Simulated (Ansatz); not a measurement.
Data:

CsBr (CsCl type)

```
CELL_PARAMETERS angstrom
      8.77795     0.00000     0.00000
      0.00000     4.38897     0.00000
      0.00000     0.00000     4.38897
ATOMIC_POSITIONS crystal
  Cs 0.00000 0.00000 0.00000
  Cs 0.50000 0.00000 0.00000
  Br 0.25000 0.50000 0.50000
  Br 0.75000 0.50000 0.50000
```

In each cell atom 4 (Br, nearest neighbour Cs at 3.801 Å; its periodic images, 4.4 Å or more away, move with it) moves by s·(0.577, 0.577, 0.577) (along Cartesian [111]), the rest being held.

The numbers are results of PBE (plane waves to 420 eV, PAW, scalar-relativistic; Ansatz, a first-principles code), not measurements. k mesh 3×6×6 (Γ-centred), Fermi-Dirac smearing 0.05 eV. The energy includes the smearing's −TS. CsBr was relaxed with its symmetry unable to fall. The zero of ΔE is the undisplaced structure.

The scan covers s from -0.760 to 0.760 Å in 11 points.

### Question
Is this a single well or a double well?

### Answer
A single well with its minimum at or next to zero displacement.

### Question
Is the energy the same for equal positive and negative displacements?

### Answer
Even: the same for both signs. With its periodic images moving along, the atom's site symmetry in this cell is 4/mmm.

### Question
What is the energy change at s = 0.760 Å?

### Answer
382 meV/cell.

### Question
What force acts on the atom along the line at s = -0.760 Å?

### Answer
1.44 eV/Å.

### Question
What is the force constant k = d²E/ds² of this move at s = 0?

### Answer
0.83 eV/Å².

(For displaced atoms, the force is minus the slope of the energy, and its curvature is a force constant, which sets phonon frequencies.)
